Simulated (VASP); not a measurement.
# KCl (Sylvite): K into a neighbouring K vacancy, part 4 of 5

Wanted: the minimum-energy path in KCl (Sylvite) for this move: K into a neighbouring K vacancy. The start is a cell from a database of measured crystal structures.

VASP 6.6.1; PBEsol; plane waves and PAW (K_pv, Cl).

So far. Step 3 (Relax the start): The run ended after 9 ionic steps, 0.318 eV below its first step, once the forces on the free atoms met EDIFFG = -0.05. Step 4 (Relax the end): The run ended after 9 ionic steps, 0.347 eV below its first step, once the forces on the free atoms met EDIFFG = -0.05.

## Step 5: Nudged elastic band

Images on a straight line between the ends relax across the path, while springs keep them spaced along it.

This cell carries charge -1, set by NELECT and balanced by a uniform background.

Input file INCAR:

```
SYSTEM = K26Cl27
PREC = Normal
ENCUT = 280
EDIFF = 1E-05
NELM = 120
ISMEAR = 0
SIGMA = 0.05
LREAL = Auto
ALGO = Fast
GGA = PS
NELECT = 372
NBANDS = 228
LWAVE = .FALSE.
LCHARG = .FALSE.
NCORE = 2
LASPH = .TRUE.
IMAGES = 3
SPRING = -5
IBRION = 1
POTIM = 0.3
NSW = 50
EDIFFG = -0.05
ISYM = 0
ISIF = 0
```

Input file POSCAR:

```
K26Cl27
1.0
    0.0000000000      9.4394100000      9.4394100000
    9.4394100000      0.0000000000      9.4394100000
    9.4394100000      9.4394100000      0.0000000000
K Cl
26 27
Direct
    0.0006330273      0.9999509460      0.3261118289
    0.9993835667      0.9994784201      0.6737349872
    0.9994886045      0.3264660169      0.0006250220
    0.9982821237      0.3336370930      0.3338841994
    0.9987701014      0.3263573337      0.6741541537
    0.9997628630      0.6737003587      0.0002557447
    0.9991029425      0.6735707495      0.3270428009
    0.0010405898      0.6656986674      0.6664955129
    0.3266928300      0.9995204859      0.0000429761
    0.3338329828      0.9983885270      0.3339571660
    0.3256986065      0.0008481928      0.6729574276
    0.3331920264      0.3333081202      0.9994087704
    0.3326024336      0.3339820504      0.3340856985
    0.3334072828      0.3343582552      0.6666246599
    0.3264087244      0.6736050143      0.0000458231
    0.3339280410      0.6653434738      0.3345914020
    0.3338464570      0.6655459200      0.6661349447
    0.6725677320      0.9992528919      0.0002658536
    0.6726468612      0.0001135415      0.3272680605
    0.6661457601      0.0010341265      0.6659388340
    0.6728344258      0.3259337864      0.0002387866
    0.6653037954      0.3340194339      0.3345792811
    0.6647544852      0.3343275709      0.6659475008
    0.6657398135      0.6653789792      0.0020433603
    0.6653384476      0.6652886475      0.3354866389
    0.6660687688      0.6658813700      0.6666981237
    0.1676526648      0.1667603235      0.1673571497
    0.1666526701      0.1674407233      0.4978212743
    0.1737394555      0.1749008509      0.8257895810
    0.1662644392      0.4988219807      0.1675928320
    0.1645931083      0.4998401261      0.5003632625
    0.1647758791      0.5001859725      0.8354424797
    0.1747079534      0.8252429368      0.1748003958
    0.1656238494      0.8342966673      0.5001932453
    0.1741197011      0.8254962052      0.8253521882
    0.4978386283      0.1668979626      0.1676829478
    0.4987024932      0.1660725629      0.5000264502
    0.4993638485      0.1648155839      0.8350491819
    0.4995800077      0.4995410718      0.1656841989
    0.4998628159      0.4996460585      0.5002206790
    0.4993748508      0.4997760398      0.8353469928
    0.4997749518      0.8339427123      0.1656377061
    0.4996301602      0.8349154314      0.5005750627
    0.5018355567      0.8326475655      0.8325401296
    0.8252871690      0.1744400270      0.1748994649
    0.8344970871      0.1650402465      0.5001175350
    0.8246022435      0.1737339064      0.8255504342
    0.8346398395      0.4995064675      0.1659268495
    0.8341221437      0.4994009317      0.5010350706
    0.8322362749      0.5016218190      0.8332361066
    0.8245789222      0.8255242109      0.1749791725
    0.8326059028      0.8325933704      0.5020314976
    0.8324545184      0.8319418891      0.8327362497
```

Input file KPOINTS:

```
Automatic mesh
0
Gamma
1 1 1
0 0 0
```

Input file 00/POSCAR:

```
K26Cl27
1.0
    0.0000000000      9.4394100000      9.4394100000
    9.4394100000      0.0000000000      9.4394100000
    9.4394100000      9.4394100000      0.0000000000
K Cl
26 27
Direct
    0.0006330273      0.9999509460      0.3261118289
    0.9993835667      0.9994784201      0.6737349872
    0.9994886045      0.3264660169      0.0006250220
    0.9982821237      0.3336370930      0.3338841994
    0.9987701014      0.3263573337      0.6741541537
    0.9997628630      0.6737003587      0.0002557447
    0.9991029425      0.6735707495      0.3270428009
    0.0010405898      0.6656986674      0.6664955129
    0.3266928300      0.9995204859      0.0000429761
    0.3338329828      0.9983885270      0.3339571660
    0.3256986065      0.0008481928      0.6729574276
    0.3331920264      0.3333081202      0.9994087704
    0.3326024336      0.3339820504      0.3340856985
    0.3334072828      0.3343582552      0.6666246599
    0.3264087244      0.6736050143      0.0000458231
    0.3339280410      0.6653434738      0.3345914020
    0.3338464570      0.6655459200      0.6661349447
    0.6725677320      0.9992528919      0.0002658536
    0.6726468612      0.0001135415      0.3272680605
    0.6661457601      0.0010341265      0.6659388340
    0.6728344258      0.3259337864      0.0002387866
    0.6653037954      0.3340194339      0.3345792811
    0.6647544852      0.3343275709      0.6659475008
    0.6657398135      0.6653789792      0.0020433603
    0.6653384476      0.6652886475      0.3354866389
    0.6660687688      0.6658813700      0.6666981237
    0.1676526648      0.1667603235      0.1673571497
    0.1666526701      0.1674407233      0.4978212743
    0.1737394555      0.1749008509      0.8257895810
    0.1662644392      0.4988219807      0.1675928320
    0.1645931083      0.4998401261      0.5003632625
    0.1647758791      0.5001859725      0.8354424797
    0.1747079534      0.8252429368      0.1748003958
    0.1656238494      0.8342966673      0.5001932453
    0.1741197011      0.8254962052      0.8253521882
    0.4978386283      0.1668979626      0.1676829478
    0.4987024932      0.1660725629      0.5000264502
    0.4993638485      0.1648155839      0.8350491819
    0.4995800077      0.4995410718      0.1656841989
    0.4998628159      0.4996460585      0.5002206790
    0.4993748508      0.4997760398      0.8353469928
    0.4997749518      0.8339427123      0.1656377061
    0.4996301602      0.8349154314      0.5005750627
    0.5018355567      0.8326475655      0.8325401296
    0.8252871690      0.1744400270      0.1748994649
    0.8344970871      0.1650402465      0.5001175350
    0.8246022435      0.1737339064      0.8255504342
    0.8346398395      0.4995064675      0.1659268495
    0.8341221437      0.4994009317      0.5010350706
    0.8322362749      0.5016218190      0.8332361066
    0.8245789222      0.8255242109      0.1749791725
    0.8326059028      0.8325933704      0.5020314976
    0.8324545184      0.8319418891      0.8327362497
```

Input file 01/POSCAR:

```
K26Cl27
1.0
    0.0000000000      9.4394100000      9.4394100000
    9.4394100000      0.0000000000      9.4394100000
    9.4394100000      9.4394100000      0.0000000000
K Cl
26 27
Direct
    0.0002785819      1.0001219611      0.2463544692
    0.9993710530      0.9997145940      0.6702981126
    0.9995993341      0.3264675807      0.0021559919
    0.9985451798      0.3318926535      0.3339177472
    0.9987785916      0.3281220619      0.6724985451
    0.9998980379      0.6718249247      0.0001928917
    0.9993589622      0.6733119013      0.3285666562
    0.0005269765      0.6677227271      0.6648057269
    0.3266151787      0.9994404392      0.0020231852
    0.3318696581      0.9986717984      0.3339084281
    0.3276455866      0.0002258166      0.6715676964
    0.3333206312      0.3335433361      0.9992529717
    0.3328858461      0.3338418723      0.3335137778
    0.3333958292      0.3341331642      0.6668128356
    0.3281919464      0.6716381432     -0.0002275113
    0.3318393074      0.6672906886      0.3345427735
    0.3337508611      0.6656584129      0.6666868074
    0.6708697609      0.9997403644      0.0000994103
    0.6727505248      0.0000624903      0.3286859041
    0.6678760171      0.0005886103      0.6644752770
    0.6707203192      0.3282349644      0.0001365231
    0.6671136756      0.3322772668      0.3344088351
    0.6647586378      0.3342186462      0.6667216816
    0.6656938526      0.6656134858      0.0014781529
    0.6655269846      0.6653859621      0.3354085070
    0.6659395265      0.6655932896      0.6669890216
    0.1693977846      0.1687532419      0.1653528664
    0.1668617361      0.1673612048      0.4985433954
    0.1721812390      0.1729838636      0.8273062878
    0.1659970581      0.4991084056      0.1676725297
    0.1652074299      0.4991874548      0.5004893340
    0.1646550830      0.5002583848      0.8348085334
    0.1744807952      0.8253239550      0.1709259412
    0.1676496982      0.8320396345      0.5023204446
    0.1715617522      0.8280311856      0.8274628826
    0.4983100647      0.1664131262      0.1676650863
    0.4985755577      0.1663193650      0.5001444533
    0.4993102295      0.1648320203      0.8347042355
    0.4995159392      0.4997554640      0.1663437881
    0.4997483194      0.4997735027      0.5000128166
    0.4993051369      0.4998722494      0.8349549059
    0.5002729518      0.8334363229      0.1658915606
    0.4995602105      0.8348476046      0.5001516622
    0.5012161690      0.8332055726      0.8327820339
    0.8250529543      0.1745505465      0.1708784818
    0.8319563124      0.1674702032      0.5022967183
    0.8270494051      0.1717203307      0.8275694956
    0.8339561026      0.5001251448      0.1660072459
    0.8342566420      0.4994235017      0.5004698270
    0.8329201908      0.5010901597      0.8333524051
    0.8264860400      0.8271343944      0.1727581174
    0.8305457963      0.8305169710      0.5035251177
    0.8324041225      0.8321684522      0.8334353840
```

Input file 02/POSCAR:

```
K26Cl27
1.0
    0.0000000000      9.4394100000      9.4394100000
    9.4394100000      0.0000000000      9.4394100000
    9.4394100000      9.4394100000      0.0000000000
K Cl
26 27
Direct
   -0.0000758636      1.0002929762      0.1665971094
    0.9993585394      0.9999507678      0.6668612379
    0.9997100636      0.3264691445      0.0036869618
    0.9988082360      0.3301482140      0.3339512951
    0.9987870817      0.3298867901      0.6708429365
    1.0000332128      0.6699494908      0.0001300387
    0.9996149820      0.6730530532      0.3300905116
    0.0000133633      0.6697467868      0.6631159408
    0.3265375273      0.9993603926      0.0040033943
    0.3299063334      0.9989550698      0.3338596902
    0.3295925668     -0.0003965596      0.6701779653
    0.3334492361      0.3337785520      0.9990971730
    0.3331692586      0.3337016942      0.3329418572
    0.3333843756      0.3339080732      0.6670010114
    0.3299751684      0.6696712722     -0.0005008456
    0.3297505738      0.6692379034      0.3344941450
    0.3336552652      0.6657709058      0.6672386702
    0.6691717899      1.0002278370     -0.0000670330
    0.6728541885      0.0000114391      0.3301037478
    0.6696062740      0.0001430942      0.6630117200
    0.6686062126      0.3305361424      0.0000342596
    0.6689235558      0.3305350998      0.3342383891
    0.6647627903      0.3341097215      0.6674958623
    0.6656478918      0.6658479925      0.0009129455
    0.6657155216      0.6654832767      0.3353303751
    0.6658102842      0.6653052091      0.6672799195
    0.1711429044      0.1707461604      0.1633485830
    0.1670708021      0.1672816862      0.4992655164
    0.1706230224      0.1710668763      0.8288229946
    0.1657296770      0.4993948305      0.1677522274
    0.1658217515      0.4985347836      0.5006154055
    0.1645342869      0.5003307972      0.8341745871
    0.1742536371      0.8254049731      0.1670514866
    0.1696755471      0.8297826017      0.5044476438
    0.1690038032      0.8305661659      0.8295735771
    0.4987815012      0.1659282899      0.1676472248
    0.4984486222      0.1665661671      0.5002624564
    0.4992566105      0.1648484567      0.8343592890
    0.4994518706      0.4999698563      0.1670033773
    0.4996338228      0.4999009468      0.4998049542
    0.4992354230      0.4999684591      0.8345628190
    0.5007709518      0.8329299335      0.1661454151
    0.4994902608      0.8347797778      0.4997282616
    0.5005967813      0.8337635797      0.8330239382
    0.8248187396      0.1746610660      0.1668574987
    0.8294155376      0.1699001598      0.5044759016
    0.8294965666      0.1697067550      0.8295885571
    0.8332723656      0.5007438222      0.1660876422
    0.8343911402      0.4994460717      0.4999045834
    0.8336041067      0.5005585004      0.8334687036
    0.8283931579      0.8287445778      0.1705370624
    0.8284856898      0.8284405717      0.5050187378
    0.8323537266      0.8323950153      0.8341345183
```

Input file 03/POSCAR:

```
K26Cl27
1.0
    0.0000000000      9.4394100000      9.4394100000
    9.4394100000      0.0000000000      9.4394100000
    9.4394100000      9.4394100000      0.0000000000
K Cl
26 27
Direct
   -0.0004303090      1.0004639913      0.0868397497
    0.9993460257      1.0001869416      0.6634243632
    0.9998207932      0.3264707083      0.0052179317
    0.9990712921      0.3284037746      0.3339848430
    0.9987955718      0.3316515183      0.6691873279
    1.0001683877      0.6680740568      0.0000671857
    0.9998710018      0.6727942050      0.3316143669
   -0.0005002500      0.6717708465      0.6614261548
    0.3264598760      0.9992803460      0.0059836034
    0.3279430087      0.9992383413      0.3338109524
    0.3315395469     -0.0010189359      0.6687882342
    0.3335778410      0.3340137679      0.9989413743
    0.3334526711      0.3335615162      0.3323699366
    0.3333729220      0.3336829821      0.6671891872
    0.3317583903      0.6677044012     -0.0007741800
    0.3276618401      0.6711851182      0.3344455166
    0.3335596694      0.6658833986      0.6677905330
    0.6674738188      1.0007153096     -0.0002334763
    0.6729578521     -0.0000396121      0.3315215914
    0.6713365310     -0.0003024220      0.6615481630
    0.6664921061      0.3328373204     -0.0000680038
    0.6707334361      0.3287929327      0.3340679430
    0.6647669428      0.3340007969      0.6682700430
    0.6656019310      0.6660824991      0.0003477380
    0.6659040586      0.6655805913      0.3352522433
    0.6656810419      0.6650171286      0.6675708174
    0.1728880243      0.1727390788      0.1613442996
    0.1672798680      0.1672021676      0.4999876374
    0.1690648059      0.1691498890      0.8303397014
    0.1654622958      0.4996812554      0.1678319251
    0.1664360731      0.4978821123      0.5007414770
    0.1644134908      0.5004032095      0.8335406409
    0.1740264790      0.8254859913      0.1631770319
    0.1717013960      0.8275255688      0.5065748430
    0.1664458542      0.8331011462      0.8316842716
    0.4992529376      0.1654434536      0.1676293632
    0.4983216866      0.1668129692      0.5003804596
    0.4992029915      0.1648648931      0.8340143426
    0.4993878021      0.5001842486      0.1676629666
    0.4995193263      0.5000283910      0.4995970917
    0.4991657091      0.5000646688      0.8341707321
    0.5012689518      0.8324235441      0.1663992695
    0.4994203111      0.8347119510      0.4993048611
    0.4999773936      0.8343215868      0.8332658424
    0.8245845249      0.1747715856      0.1628365156
    0.8268747629      0.1723301164      0.5066550848
    0.8319437282      0.1676931794      0.8316076186
    0.8325886287      0.5013624996      0.1661680386
    0.8345256385      0.4994686417      0.4993393398
    0.8342880226      0.5000268410      0.8335850022
    0.8303002758      0.8303547613      0.1683160074
    0.8264255834      0.8263641724      0.5065123579
    0.8323033307      0.8326215785      0.8348336526
```

Input file 04/POSCAR:

```
K26Cl27
1.0
    0.0000000000      9.4394100000      9.4394100000
    9.4394100000      0.0000000000      9.4394100000
    9.4394100000      9.4394100000      0.0000000000
K Cl
26 27
Direct
   -0.0007847544      1.0006350064      0.0070823900
    0.9993335120      1.0004231155      0.6599874886
    0.9999315228      0.3264722721      0.0067489016
    0.9993343482      0.3266593351      0.3340183908
    0.9988040620      0.3334162465      0.6675317193
    1.0003035626      0.6661986228      0.0000043327
    1.0001270215      0.6725353568      0.3331382222
   -0.0010138633      0.6737949062      0.6597363688
    0.3263822247      0.9992002993      0.0079638125
    0.3259796840      0.9995216127      0.3337622145
    0.3334865270     -0.0016413121      0.6673985030
    0.3337064458      0.3342489838      0.9987855756
    0.3337360836      0.3334213381      0.3317980159
    0.3333614684      0.3334578911      0.6673773629
    0.3335416123      0.6657375301     -0.0010475144
    0.3255731065      0.6731323330      0.3343968881
    0.3334640735      0.6659958915      0.6683423957
    0.6657758478      1.0012027821     -0.0003999196
    0.6730615158     -0.0000906633      0.3329394350
    0.6730667880     -0.0007479382      0.6600846060
    0.6643779995      0.3351384984     -0.0001702673
    0.6725433163      0.3270507656      0.3338974970
    0.6647710954      0.3338918722      0.6690442238
    0.6655559701      0.6663170058     -0.0002174694
    0.6660925956      0.6656779059      0.3351741114
    0.6655517996      0.6647290482      0.6678617153
    0.1746331441      0.1747319972      0.1593400163
    0.1674889340      0.1671226491      0.5007097585
    0.1675065894      0.1672329017      0.8318564082
    0.1651949147      0.4999676803      0.1679116228
    0.1670503947      0.4972294410      0.5008675485
    0.1642926947      0.5004756219      0.8329066946
    0.1737993208      0.8255670094      0.1593025773
    0.1737272448      0.8252685360      0.5087020423
    0.1638879053      0.8356361266      0.8337949660
    0.4997243740      0.1649586172      0.1676115017
    0.4981947511      0.1670597713      0.5004984627
    0.4991493725      0.1648813295      0.8336693961
    0.4993237336      0.5003986408      0.1683225558
    0.4994048298      0.5001558352      0.4993892293
    0.4990959952      0.5001608784      0.8337786452
    0.5017669518      0.8319171547      0.1666531240
    0.4993503614      0.8346441242      0.4988814606
    0.4993580059      0.8348795939      0.8335077467
    0.8243503102      0.1748821051      0.1588155325
    0.8243339881      0.1747600731      0.5088342681
    0.8343908898      0.1656796037      0.8336266800
    0.8319048917      0.5019811769      0.1662484350
    0.8346601368      0.4994912117      0.4987740962
    0.8349719385      0.4994951817      0.8337013007
    0.8322073936      0.8319649447      0.1660949523
    0.8243654769      0.8242877730      0.5080059780
    0.8322529348      0.8328481416      0.8355327869
```

Potentials, in the order of the species: K_pv and Cl (PBE family, release 64).

Launch:

```console
$ mpirun -np 6 vasp_gam
```

Output:

```text
[banner, memory and clock lines left out]
running    6 mpi-ranks, on    1 nodes
 each image running on    2 cores
[...]
01/POSCAR found :  2 types and      53 ions
 [... a notice as in an earlier step ...]

 LDA part: xc-table for (Slater+PW92), standard interpolation
[...]
00/POSCAR found :  2 types and      53 ions
[...]
04/POSCAR found :  2 types and      53 ions
 POSCAR, INCAR and KPOINTS ok, starting setup
[...]
entering main loop
       N       E                     dE             d eps       ncg     rms          rms(c)
DAV:   1     0.323990619742E+04    0.32399E+04   -0.12256E+05   464   0.960E+02
DAV:   2     0.280689485381E+03   -0.29592E+04   -0.28259E+04   608   0.288E+02
DAV:   3    -0.169763619408E+03   -0.45045E+03   -0.44811E+03   536   0.103E+02
DAV:   4    -0.190581779129E+03   -0.20818E+02   -0.20768E+02   512   0.230E+01
DAV:   5    -0.190920212578E+03   -0.33843E+00   -0.33806E+00   584   0.359E+00BRMIX: very serious problems
 the old and the new charge density differ
 old charge density:   371.00000 new  372.00000
    0.164E+01
BRMIX: very serious problems
 the old and the new charge density differ
 old charge density:   371.00000 new  372.00000
BRMIX: very serious problems
 the old and the new charge density differ
 old charge density:   371.00000 new  372.00000
RMM:   6    -0.183591687420E+03    0.73285E+01   -0.15484E+01   456   0.454E+00    0.120E+01
RMM:   7    -0.183484596149E+03    0.10709E+00   -0.95627E+00   456   0.339E+00    0.803E+00
RMM:   8    -0.183981689700E+03   -0.49709E+00   -0.26536E+00   456   0.233E+00    0.479E+00
RMM:   9    -0.183680451910E+03    0.30124E+00   -0.40784E-01   456   0.945E-01    0.188E+00
[...]
RMM:  15    -0.183680051540E+03    0.39206E-04   -0.13475E-04   391   0.202E-02    0.616E-02
RMM:  16    -0.183680002704E+03    0.48836E-04   -0.20724E-04   384   0.190E-02    0.810E-03
RMM:  17    -0.183680005268E+03   -0.25647E-05   -0.14065E-05   273   0.662E-03
   1 F= -.18368001E+03 E0= -.18368001E+03  d E =-.183680E+03
[... from here on, the cycles between the ionic steps are left out ...]
   2 F= -.18388132E+03 E0= -.18388132E+03  d E =-.201310E+00
   3 F= -.18410552E+03 E0= -.18410552E+03  d E =-.224209E+00
   4 F= -.18418810E+03 E0= -.18418810E+03  d E =-.825797E-01
   5 F= -.18422101E+03 E0= -.18422101E+03  d E =-.329071E-01
   6 F= -.18425050E+03 E0= -.18425050E+03  d E =-.294913E-01
   7 F= -.18427564E+03 E0= -.18427564E+03  d E =-.251408E-01
   8 F= -.18429180E+03 E0= -.18429180E+03  d E =-.161614E-01
   9 F= -.18430617E+03 E0= -.18430617E+03  d E =-.143683E-01
  10 F= -.18431661E+03 E0= -.18431661E+03  d E =-.104338E-01
  11 F= -.18433052E+03 E0= -.18433052E+03  d E =-.139151E-01
  12 F= -.18433686E+03 E0= -.18433686E+03  d E =-.634261E-02
  13 F= -.18435422E+03 E0= -.18435422E+03  d E =-.173558E-01
  14 F= -.18435771E+03 E0= -.18435771E+03  d E =-.349174E-02
  15 F= -.18436399E+03 E0= -.18436399E+03  d E =-.627909E-02
  16 F= -.18436669E+03 E0= -.18436669E+03  d E =-.269601E-02
  17 F= -.18437238E+03 E0= -.18437238E+03  d E =-.569381E-02
  18 F= -.18437578E+03 E0= -.18437578E+03  d E =-.340147E-02
  19 F= -.18437978E+03 E0= -.18437978E+03  d E =-.399497E-02
 BRION: g(F)=  0.188E-02 g(S)=  0.000E+00
 BRIONS problems: POTIM should be increased
 retain N=  1 mean eig=19.63
 eig:  19.630
 reached required accuracy - stopping structural energy minimisation
```

Elapsed: 24 min, on 6 MPI ranks of Intel Xeon Platinum 8375C at 2.90GHz (Ice Lake), shared host; peak memory 2.1 GiB.

(Continued in part 5 of 5.)

[Lines on the potential files, build, host, timing and source positions are cut from VASP's logs without a mark.]

[Logs are printed without paths, hosts, clocks, repeated set-up lines and the standing remarks that a program may print on its own settings, such as how far it seeks lower states.]

[Hosts, paths, dates, database ids (printed as entryN), source tags and the programs' standing remarks are cut or masked in the printed files.]

[Runs that stopped without an error message from VASP are left out.]
